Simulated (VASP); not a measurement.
# GaN: convergence, excitons by G0W0 and the Bethe-Salpeter equation

GaN, F-43m (no. 216), 2 atoms in the cell. PBE, G0W0 and BSE; PAW potentials Ga_d_GW, N_GW (PBE set). VASP 6.6.1.

Wanted: first bright excitation within 0.05 eV; spectrum broadened by 0.3 eV (imaginary part of ε) within 12 %.

GW step before the BSE: G0W0.

POSCAR:
```
GaN
1.0
    0.0000000000      2.2535006075      2.2535006075
    2.2535006075      0.0000000000      2.2535006075
    2.2535006075      2.2535006075      0.0000000000
Ga N
1 1
Direct
    0.0000000000      0.0000000000      0.0000000000
    0.2500000000      0.2500000000      0.2500000000
```

The series start from Conduction bands in the pairs: 4; Valence bands in the pairs: 3; Largest pair energy, which also ends the spectrum (eV): 25; Grid for exchange-like terms: Normal; Cutoff of the response function (eV): 120; Bands in all (NBANDS): 69; Frequency points: 48; k mesh: 4 × 4 × 4. Each series keeps the choices made before it, and each single choice may use up half of a tolerance. Times cover all steps of a run.

## Conduction bands in the pairs

| Conduction bands in the pairs | First bright excitation (eV) | Spectrum broadened by 0.3 eV (imaginary part of ε), largest deviation against the largest value | Time (s) |
|---|---|---|---|
| 1 | 2.371 | 42 % | 25 |
| 2 | 2.371 | 31 % | 26 |
| 4 | 2.370 | 6.6 % | 26 |
| 6 | 2.369 | 2 % | 28 |
| 8 (reference) | 2.369 | 0 % | 30 |

Chosen: 6, the loosest value from which every tighter one stays within half of the tolerance.

## Valence bands in the pairs

| Valence bands in the pairs | First bright excitation (eV) | Spectrum broadened by 0.3 eV (imaginary part of ε), largest deviation against the largest value | Time (s) |
|---|---|---|---|
| 1 | 2.374 | 63 % | 26 |
| 2 | 2.370 | 30 % | 27 |
| 3 | 2.369 | 0.51 % | 28 |
| 4 | 2.369 | 0.13 % | 30 |
| 6 (reference) | 2.369 | 0 % | 31 |

Chosen: 3.

## Largest pair energy, which also ends the spectrum (eV)

| Largest pair energy, which also ends the spectrum (eV) | First bright excitation (eV) | Spectrum broadened by 0.3 eV (imaginary part of ε), largest deviation against the largest value | Time (s) |
|---|---|---|---|
| 6 | 2.374 | 84 % | 24 |
| 9 | 2.372 | 47 % | 27 |
| 13 | 2.370 | 19 % | 27 |
| 18 | 2.370 | 5.8 % | 28 |
| 25 (reference) | 2.369 | 0 % | 28 |

Chosen: 18.

## Grid for exchange-like terms

| Grid for exchange-like terms | First bright excitation (eV) | Spectrum broadened by 0.3 eV (imaginary part of ε), largest deviation against the largest value | Time (s) |
|---|---|---|---|
| Normal | 2.370 | 0 % | 28 |
| Fast | 2.370 | 0.016 % | 27 |

Chosen: Normal; no other choice that stays within half of the tolerance saves 30 % of the time.

## Cutoff of the response function (eV)

| Cutoff of the response function (eV) | First bright excitation (eV) | Spectrum broadened by 0.3 eV (imaginary part of ε), largest deviation against the largest value | Time (s) |
|---|---|---|---|
| 50 | 2.060 | 60 % | 26 |
| 80 | 2.271 | 28 % | 23 |
| 120 | 2.370 | 5.8 % | 28 |
| 160 (reference) | 2.396 | 0 % | 24 |

Chosen: 160; the next looser run is off by more than half of the tolerance, so convergence isn't shown beyond this value.

## Bands in all (NBANDS)

| Bands in all (NBANDS) | First bright excitation (eV) | Spectrum broadened by 0.3 eV (imaginary part of ε), largest deviation against the largest value | Time (s) |
|---|---|---|---|
| 33 | 2.365 | 6.4 % | 18 |
| 49 | 2.386 | 4.4 % | 20 |
| 69 | 2.396 | 2.3 % | 24 |
| 109 (reference) | 2.409 | 0 % | 30 |

Chosen: 49.

## Frequency points

| Frequency points | First bright excitation (eV) | Spectrum broadened by 0.3 eV (imaginary part of ε), largest deviation against the largest value | Time (s) |
|---|---|---|---|
| 24 | 2.594 | 43 % | 68 |
| 36 | 2.406 | 8.3 % | 22 |
| 48 | 2.386 | 5.5 % | 20 |
| 72 (reference) | 2.349 | 0 % | 20 |

Chosen: 72; the next looser run is off by more than half of the tolerance, so convergence isn't shown beyond this value.

## k mesh

| k mesh | First bright excitation (eV) | Spectrum broadened by 0.3 eV (imaginary part of ε), largest deviation against the largest value | Time (s) |
|---|---|---|---|
| 3 × 3 × 3 | 2.286 | 292 % | 8.7 |
| 4 × 4 × 4 | 2.349 | 111 % | 20 |
| 5 × 5 × 5 | 2.398 | 52 % | 43 |
| 6 × 6 × 6 | 2.450 | 29 % | 109 |
| 7 × 7 × 7 | 2.487 | 12 % | 226 |
| 8 × 8 × 8 (reference) | 2.524 | 0 % | 580 |

Chosen: 8 × 8 × 8; the next looser run is off by more than half of the tolerance, so convergence isn't shown beyond this value.

## All choices together

| Input | First bright excitation (eV) | Spectrum broadened by 0.3 eV (imaginary part of ε), largest deviation against the largest value | Time (s) |
|---|---|---|---|
| coarsest mesh, default bands (naive) | 2.297 | 293 % | 18 |
| chosen settings | 2.524 | 5.8 % | 580 |
| reference settings throughout | 2.550 | 0 % | 1948 |

The chosen settings stay within the tolerance of the reference run, but the reference itself isn't shown to be converged in: Cutoff of the response function (eV), Frequency points, k mesh.

## The input

INCAR.step1:
```
SYSTEM = GaN
PREC = Accurate
ENCUT = 420
ISMEAR = 0
SIGMA = 0.02
EDIFF = 1E-8
LASPH = .TRUE.
KPAR = 4
LWAVE = .TRUE.
LCHARG = .FALSE.
```

INCAR.step2, as INCAR.step1 but for:
```
- EDIFF = 1E-8
+ EDIFF = 1E-7
+ ALGO = Exact
+ NELM = 1
+ LOPTICS = .TRUE.
+ ISTART = 1
+ NBANDS = 49
+ NEDOS = 2000
```

INCAR.step3:
```
SYSTEM = GaN
PREC = Accurate
ENCUT = 420
ISMEAR = 0
SIGMA = 0.02
LASPH = .TRUE.
KPAR = 4
LWAVE = .TRUE.
LCHARG = .FALSE.
ALGO = EVGW0
NELMGW = 1
ISTART = 1
NBANDS = 49
ENCUTGW = 160
NOMEGA = 72
NBANDSGW = 25
PRECFOCK = Fast
```

INCAR.step4:
```
SYSTEM = GaN
PREC = Accurate
ENCUT = 420
ISMEAR = 0
SIGMA = 0.02
LASPH = .TRUE.
KPAR = 4
LWAVE = .FALSE.
LCHARG = .FALSE.
ALGO = BSE
NBANDS = 49
NBANDSO = 3
NBANDSV = 6
IBSE = 2
NBSEEIG = 4
ENCUTGW = 160
PRECFOCK = Normal
ANTIRES = 0
OMEGAMAX = 18
CSHIFT = 0.15
NOMEGA = 1000
ISTART = 1
```

KPOINTS:
```
Automatic mesh
0
Gamma
  8 8 8
  0 0 0
```

Commands (each step's output is kept before the next begins):
```
cat potpaw_PBE.64/Ga_d_GW/POTCAR potpaw_PBE.64/N_GW/POTCAR > POTCAR
cp INCAR.step1 INCAR
mpirun -np 4 vasp_std > vasp.out
cp INCAR.step2 INCAR
mpirun -np 4 vasp_std > vasp.out
cp INCAR.step3 INCAR
mpirun -np 4 vasp_std > vasp.out
cp INCAR.step4 INCAR
mpirun -np 4 vasp_std > vasp.out
```

Limits: The 8×8×8 mesh is coarse for a spectrum: peaks stand apart that a denser mesh merges, and ε at zero frequency can be far too high; bands, mesh and cutoff of the G0W0 step are small, so absolute energies aren't converged; the pairs hold 3 valence and 6 conduction bands, and what lies beyond is missing from ε.

The chosen input took VASP 6.6.1 580 s on 4 cores (Intel Xeon Platinum 8488C (Sapphire Rapids)), a shared host.

## An input that fails: no GW step

What the run shows: Could not read all WFULLXXXX.tmp/WXXXX.tmp. Make sure that these files are present or rerun the GW calculation.

Changes against the starting input:
```
(step 3)
- ALGO = EVGW0
- NELMGW = 1
+ ALGO = None
```
